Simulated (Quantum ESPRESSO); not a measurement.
# Hf (P6_3/mmc) in Quantum ESPRESSO: convergence with k mesh

Aim: find how far k mesh must go before the results for Hf settle, at PBEsol. This setting moves, with any that are tied to it; all else stays.

Program: Quantum ESPRESSO 7.5. These are calculated values, not measurements. Logs are shortened: lines on timing, memory, paths and dates and some standing lists are left out, and cuts for length are marked.

## 1. The structure

The structure is hexagonal, space group P6_3/mmc (No. 194). The conventional cell has a = 3.197 Å, b = 3.197 Å, c = 5.058 Å, α = 90.00°, β = 90.00°, γ = 120.00°. Hf (site symmetry -6m2) is surrounded by 12 Hf at 3.13 to 3.20 Å.

## 2. With k mesh 2 × 2 × 1

Input file pw.in:

```
&CONTROL
  calculation = 'scf'
  prefix = 'pwscf'
  outdir = './tmp'
  pseudo_dir = './pseudo'
  tprnfor = .true.
  tstress = .true.
  disk_io = 'nowf'
/
&SYSTEM
  ibrav = 0
  nat = 2
  ntyp = 1
  ecutwfc = 45
  ecutrho = 360
  nbnd = 19
  occupations = 'smearing'
  smearing = 'gaussian'
  degauss = 0.00734986
/
&ELECTRONS
  conv_thr = 4d-10
  electron_maxstep = 120
  mixing_beta = 0.5
/
ATOMIC_SPECIES
Hf   178.4900 hf_pbesol_v1.uspp.F.UPF
CELL_PARAMETERS angstrom
   3.1967000000    0.0000000000    0.0000000000
  -1.5983500000    2.7684234083    0.0000000000
   0.0000000000    0.0000000000    5.0578000000
ATOMIC_POSITIONS crystal
Hf     0.6666666667    0.3333333333    0.7500000000
Hf     0.3333333333    0.6666666667    0.2500000000
K_POINTS automatic
2 2 1 0 0 0
```

Potentials or basis: GBRV 1.5 PBEsol.

Launch:

```bash
> OMP_NUM_THREADS=1 pw.x -in pw.in > pw.out
```

pw.out:

```text
This program is part of the open-source Quantum ESPRESSO suite
     for quantum simulation of materials; please cite
         "P. Giannozzi et al., J. Phys.:Condens. Matter 21 395502 (2009);
         "P. Giannozzi et al., J. Phys.:Condens. Matter 29 465901 (2017);
         "P. Giannozzi et al., J. Chem. Phys. 152 154105 (2020);
     in publications or presentations arising from this work. More details at

     Message from routine setup:
     using ibrav=0 with symmetry is DISCOURAGED, use correct ibrav instead

     G-vector sticks info
     --------------------
     sticks:   dense  smooth     PW     G-vecs:    dense   smooth      PW
     Sum         913     451    139                34905    12299    1961

     Using Slab Decomposition

     bravais-lattice index     =            0
     lattice parameter (alat)  =       6.0409  a.u.
     unit-cell volume          =     302.0596 (a.u.)^3
     number of atoms/cell      =            2
     number of atomic types    =            1
     number of electrons       =        24.00
     number of Kohn-Sham states=           19
     kinetic-energy cutoff     =      45.0000  Ry
     charge density cutoff     =     360.0000  Ry
     scf convergence threshold =      4.0E-10
     mixing beta               =       0.5000
     number of iterations used =            8  plain     mixing
     Exchange-correlation= SLA  PW   PSX  PSC
                           (   1   4  10   8   0   0   0)

     celldm(1)=   6.040888  celldm(2)=   0.000000  celldm(3)=   0.000000
     celldm(4)=   0.000000  celldm(5)=   0.000000  celldm(6)=   0.000000

     crystal axes: (cart. coord. in units of alat)
               a(1) = (   1.000000   0.000000   0.000000 )
               a(2) = (  -0.500000   0.866025   0.000000 )
               a(3) = (   0.000000   0.000000   1.582194 )

     reciprocal axes: (cart. coord. in units 2 pi/alat)
               b(1) = (  1.000000  0.577350 -0.000000 )
               b(2) = (  0.000000  1.154701  0.000000 )
               b(3) = (  0.000000 -0.000000  0.632034 )

     PseudoPot. # 1 for Hf read from file:
     hf_pbesol_v1.uspp.F.UPF
     Pseudo is Ultrasoft + core correction, Zval = 12.0
     Generated by new atomic code, or converted to UPF format
     Using radial grid of  921 points,  8 beta functions with:
                l(1) =   0
                l(2) =   0
                l(3) =   0
                l(4) =   1
                l(5) =   1
                l(6) =   2
                l(7) =   2
                l(8) =   3
     Q(r) pseudized with  6 coefficients,  rinner =    1.200   1.200   1.200
                                                       1.200   1.200   1.200
                                                       1.200

     atomic species   valence    mass     pseudopotential
     Hf               12.00   178.49000     Hf( 1.00)

     24 Sym. Ops., with inversion, found (12 have fractional translation)

   Cartesian axes

     site n.     atom                  positions (alat units)
         1        Hf     tau(   1) = (   0.5000000   0.2886751   1.1866456  )
         2        Hf     tau(   2) = (  -0.0000000   0.5773503   0.3955485  )

     number of k points=     2  Gaussian smearing, width (Ry)=  0.0073
                       cart. coord. in units 2pi/alat
        k(    1) = (   0.0000000   0.0000000   0.0000000), wk =   0.5000000
        k(    2) = (   0.0000000  -0.5773503   0.0000000), wk =   1.5000000

     Dense  grid:    34905 G-vectors     FFT dimensions: (  40,  40,  60)

     Smooth grid:    12299 G-vectors     FFT dimensions: (  25,  25,  48)

     Initial potential from superposition of free atoms

     starting charge      20.0000, renormalised to      24.0000

     negative rho (up, down):  2.616E-01 0.000E+00
     Starting wfcs are   26 randomized atomic wfcs

     Self-consistent Calculation

     iteration #  1     ecut=    45.00 Ry     beta= 0.50
     Davidson diagonalization with overlap
     ethr =  1.00E-02,  avg # of iterations =  2.5

     negative rho (up, down):  2.289E-01 0.000E+00

     total energy              =    -316.88604217 Ry
     estimated scf accuracy    <       4.77919027 Ry

     iteration #  2     ecut=    45.00 Ry     beta= 0.50
     Davidson diagonalization with overlap
     ethr =  1.00E-02,  avg # of iterations =  2.0

     negative rho (up, down):  2.267E-01 0.000E+00

     total energy              =    -317.03842272 Ry
     estimated scf accuracy    <       0.39864425 Ry

     iteration #  3     ecut=    45.00 Ry     beta= 0.50
     Davidson diagonalization with overlap
     ethr =  1.66E-03,  avg # of iterations =  2.0

     negative rho (up, down):  2.287E-01 0.000E+00

     total energy              =    -317.12720830 Ry
     estimated scf accuracy    <       0.00813153 Ry

     iteration #  4     ecut=    45.00 Ry     beta= 0.50
     Davidson diagonalization with overlap
     ethr =  3.39E-05,  avg # of iterations =  5.0

     negative rho (up, down):  2.302E-01 0.000E+00

     total energy              =    -317.12923147 Ry
     estimated scf accuracy    <       0.00213492 Ry

     iteration #  5     ecut=    45.00 Ry     beta= 0.50
     Davidson diagonalization with overlap
     ethr =  8.90E-06,  avg # of iterations =  1.0

     negative rho (up, down):  2.301E-01 0.000E+00

     total energy              =    -317.12932077 Ry
     estimated scf accuracy    <       0.00008694 Ry

     iteration #  6     ecut=    45.00 Ry     beta= 0.50
     Davidson diagonalization with overlap
     ethr =  3.62E-07,  avg # of iterations =  2.5

     negative rho (up, down):  2.301E-01 0.000E+00

     total energy              =    -317.12935281 Ry
     estimated scf accuracy    <       0.00002535 Ry

     iteration #  7     ecut=    45.00 Ry     beta= 0.50
     Davidson diagonalization with overlap
     ethr =  1.06E-07,  avg # of iterations =  2.0

     negative rho (up, down):  2.300E-01 0.000E+00

     total energy              =    -317.12935772 Ry
     estimated scf accuracy    <       0.00000117 Ry

     iteration #  8     ecut=    45.00 Ry     beta= 0.50
     Davidson diagonalization with overlap
     ethr =  4.88E-09,  avg # of iterations =  2.0

     negative rho (up, down):  2.300E-01 0.000E+00

     total energy              =    -317.12935800 Ry
     estimated scf accuracy    <       0.00000002 Ry

     iteration #  9     ecut=    45.00 Ry     beta= 0.50
     Davidson diagonalization with overlap
     ethr =  8.55E-11,  avg # of iterations =  3.5

     negative rho (up, down):  2.300E-01 0.000E+00

     total energy              =    -317.12935801 Ry
     estimated scf accuracy    <          1.6E-09 Ry

     iteration # 10     ecut=    45.00 Ry     beta= 0.50
     Davidson diagonalization with overlap
     ethr =  6.76E-12,  avg # of iterations =  2.0

     negative rho (up, down):  2.300E-01 0.000E+00

     End of self-consistent calculation

          k = 0.0000 0.0000 0.0000 (  1533 PWs)   bands (ev):

   -47.4208 -47.3502 -16.4283 -15.8502 -15.8502 -15.7228 -15.7228 -15.5600
     7.2046  10.7747  15.3217  15.6418  15.6418  16.0242  16.4397  16.4397
    17.2089  17.2089  19.9161

          k = 0.0000-0.5774 0.0000 (  1538 PWs)   bands (ev):

   -47.3611 -47.3379 -16.4194 -16.2750 -16.0616 -16.0251 -15.8133 -15.7806
    11.1764  11.7706  12.4088  13.7942  15.3802  15.4588  16.2153  20.3289
    20.8306  21.0246  21.4440

     the Fermi energy is    15.3559 ev

!    total energy              =    -317.12935801 Ry
     estimated scf accuracy    <          4.1E-11 Ry
     smearing contrib. (-TS)   =      -0.00493158 Ry
     internal energy E=F+TS    =    -317.12442642 Ry

     The total energy is F=E-TS. E is the sum of the following terms:
     one-electron contribution =     -37.78197663 Ry
     hartree contribution      =      27.30562976 Ry
     xc contribution           =    -150.47871312 Ry
     ewald contribution        =    -156.16936642 Ry

     convergence has been achieved in  10 iterations

     negative rho (up, down):  2.300E-01 0.000E+00

     Forces acting on atoms (cartesian axes, Ry/au):

     atom    1 type  1   force =    -0.00000000    0.00000000    0.00000000
     atom    2 type  1   force =     0.00000000   -0.00000000    0.00000000

     Total force =     0.000000     Total SCF correction =     0.000000

     Computing stress (Cartesian axis) and pressure

     negative rho (up, down):  2.300E-01 0.000E+00
          total   stress  (Ry/bohr**3)                   (kbar)     P=      -54.28
  -0.00007449  -0.00000000   0.00000000          -10.96       -0.00        0.00
   0.00000000  -0.00007449  -0.00000000            0.00      -10.96       -0.00
   0.00000000   0.00000000  -0.00095803            0.00        0.00     -140.93

=------------------------------------------------------------------------------=
   JOB DONE.
=------------------------------------------------------------------------------=
```

Run time: 7.9 s. Hardware: 1 thread of Arm Neoverse V2, shared host; peak memory 0.26 GiB.

Results:

```yaml
Free_energy: -4314.7647 eV
Pressure: -5.4 GPa
Band_gap_on_the_k_mesh: none (metal or under the smearing width)
```

## 3. With k mesh 3 × 3 × 2

Edit pw.in of step 2 so:

```diff
@@ -35,2 +35,2 @@
 K_POINTS automatic
-2 2 1 0 0 0
+3 3 2 0 0 0
```

Potentials or basis: GBRV 1.5 PBEsol.

Launch:

```bash
> OMP_NUM_THREADS=1 pw.x -in pw.in > pw.out
```

It took 9.7 s on 1 thread of Arm Neoverse V2, shared host; peak memory 0.26 GiB.

What came out:

| Quantity | Value |
| --- | --- |
| Free energy | -4313.9929 eV |
| Pressure | -4.0 GPa |
| Band gap on the k mesh | none (metal or under the smearing width) |

## 4. With k mesh 4 × 4 × 2

Edit pw.in of step 3 so:

```diff
@@ -35,2 +35,2 @@
 K_POINTS automatic
-3 3 2 0 0 0
+4 4 2 0 0 0
```

Launch:

```bash
> OMP_NUM_THREADS=1 pw.x -in pw.in > pw.out
```

Run time: 9.7 s. Hardware: 1 thread of Arm Neoverse V2, shared host; peak memory 0.26 GiB.

Results:

```
Free energy            : -4313.8743 eV
Pressure               : -4.1 GPa
Band gap on the k mesh : none (metal or under the smearing width)
```

## 5. With k mesh 6 × 6 × 3

Edit pw.in of step 4 so:

```diff
@@ -35,2 +35,2 @@
 K_POINTS automatic
-4 4 2 0 0 0
+6 6 3 0 0 0
```

Launch:

```bash
> OMP_NUM_THREADS=1 pw.x -in pw.in > pw.out
```

It took 12 s on 1 thread of Arm Neoverse V2, shared host; peak memory 0.27 GiB.

What came out:

```
Free energy            : -4313.8889 eV
Pressure               : -3.0 GPa
Band gap on the k mesh : none (metal or under the smearing width)
```

## 6. With k mesh 8 × 8 × 4

Edit pw.in of step 5 so:

```diff
@@ -35,2 +35,2 @@
 K_POINTS automatic
-6 6 3 0 0 0
+8 8 4 0 0 0
```

Potentials or basis: GBRV 1.5 PBEsol.

Launch:

```bash
> OMP_NUM_THREADS=1 pw.x -in pw.in > pw.out
```

Run time: 18 s. Hardware: 1 thread of Arm Neoverse V2, shared host; peak memory 0.27 GiB.

The run converged. Its results:

| Quantity | Value |
| --- | --- |
| Free energy | -4313.9536 eV |
| Pressure | -3.9 GPa |
| Band gap on the k mesh | none (metal or under the smearing width) |

## 7. With k mesh 9 × 9 × 4

Edit pw.in of step 6 so:

```diff
@@ -35,2 +35,2 @@
 K_POINTS automatic
-8 8 4 0 0 0
+9 9 4 0 0 0
```

Launch:

```bash
> OMP_NUM_THREADS=1 pw.x -in pw.in > pw.out
```

Wall time 19 s (1 thread of Arm Neoverse V2, shared host); peak memory 0.28 GiB.

Results (log left out):

```
Free energy            : -4313.9517 eV
Pressure               : -4.1 GPa
Band gap on the k mesh : none (metal or under the smearing width)
```

## 8. With k mesh 10 × 10 × 5

Edit pw.in of step 7 so:

```diff
@@ -35,2 +35,2 @@
 K_POINTS automatic
-9 9 4 0 0 0
+10 10 5 0 0 0
```

Launch:

```bash
> OMP_NUM_THREADS=1 pw.x -in pw.in > pw.out
```

Run time: 22 s. Hardware: 1 thread of Arm Neoverse V2, shared host; peak memory 0.28 GiB.

The run converged. Its results:

| Quantity | Value |
| --- | --- |
| Free energy | -4313.9399 eV |
| Pressure | -3.9 GPa |
| Band gap on the k mesh | none (metal or under the smearing width) |

## 9. With k mesh 12 × 12 × 6

Edit pw.in of step 8 so:

```diff
@@ -35,2 +35,2 @@
 K_POINTS automatic
-10 10 5 0 0 0
+12 12 6 0 0 0
```

Potentials or basis: GBRV 1.5 PBEsol.

Launch:

```bash
> OMP_NUM_THREADS=1 pw.x -in pw.in > pw.out
```

Run time: 34 s. Hardware: 1 thread of Arm Neoverse V2, shared host; peak memory 0.29 GiB.

Results (log left out):

```
Free energy            : -4313.9391 eV
Pressure               : -3.6 GPa
Band gap on the k mesh : none (metal or under the smearing width)
```

## 10. With k mesh 14 × 14 × 7

Edit pw.in of step 9 so:

```diff
@@ -35,2 +35,2 @@
 K_POINTS automatic
-12 12 6 0 0 0
+14 14 7 0 0 0
```

Launch:

```bash
> OMP_NUM_THREADS=1 pw.x -in pw.in > pw.out
```

Wall time 42 s (1 thread of Arm Neoverse V2, shared host); peak memory 0.3 GiB.

Results (log left out):

| Property | Result |
| --- | --- |
| Free energy | -4313.9396 eV |
| Pressure | -3.7 GPa |
| Band gap on the k mesh | none (metal or under the smearing width) |

## 11. Result

| k mesh | energy less the tightest run, at zero smearing (meV/atom) | pressure (GPa) | SCF cycles | CPU time (s) | peak memory (GiB) |
| --- | --- | --- | --- | --- | --- |
| 2 × 2 × 1 | -397.87 | -5.43 | 10 | 7.9 | 0.26 |
| 3 × 3 × 2 | -28.31 | -3.97 | 10 | 9.7 | 0.26 |
| 4 × 4 × 2 | 35.40 | -4.09 | 10 | 9.7 | 0.26 |
| 6 × 6 × 3 | 27.37 | -3.04 | 10 | 12 | 0.27 |
| 8 × 8 × 4 | -7.77 | -3.95 | 10 | 18 | 0.27 |
| 9 × 9 × 4 | -6.78 | -4.06 | 9 | 19 | 0.28 |
| 10 × 10 × 5 | -0.75 | -3.91 | 10 | 22 | 0.28 |
| 12 × 12 × 6 | 0.30 | -3.64 | 10 | 34 | 0.29 |
| 14 × 14 × 7 | 0.00 | -3.72 | 10 | 42 | 0.3 |

Against the tightest run, the energy stays within 1 meV/atom from 10 × 10 × 5 on; the pressure stays within 0.1 GPa from 12 × 12 × 6 on. Meshes of other sizes hit other points, so gaps and Fermi surfaces needn't settle smoothly. The tightest run that finished is the yardstick and may itself not be fully converged.
